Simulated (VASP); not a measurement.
Here is a VASP 6.6.1 calculation.

Contents of INCAR:

```
  PREC = Accurate
  ENCUT = 520
  EDIFF = 1E-6
  ISMEAR = 0
  SIGMA = 0.1
  LREAL = F
  LASPH = T
  NELM = 100
  ALGO = Fast
  ISIF = 2
  LWAVE = F
  LCHARG = F
  GGA = PS
  NBANDS = 14
```

KPOINTS

```
regular mesh
0
Gamma
  6 6 6
```

The input POSCAR:

```
HfN
1.0
    0.0000000000      2.4548220000      2.4548220000
    2.4548220000      0.0000000000      2.4548220000
    2.4548220000      2.4548220000      0.0000000000
Hf N
1 1
Direct
    0.0000000000      0.0000000000      0.0000000000
    0.7500000000      0.7500000000      0.7500000000
```

Potentials or basis: VASP PAW PBE potentials, release 64 (Hf_pv, N).

Launch:

```sh
$ cat potpaw_PBE.64/Hf_pv/POTCAR potpaw_PBE.64/N/POTCAR > POTCAR
$ mpirun -np 1 vasp_std > vasp.out
```

Predict the pressure.

-6.1 GPa.

Estimate the band gap on the k mesh.

none (metal or under the smearing width).

Caveat: the k mesh is coarse (spacing up to 0.37 Å⁻¹), so the values aren't converged; the PAW data sets were made with another functional, which shifts forces and pressure a little. The run has no spin-orbit coupling, so splittings on Hf are missing.
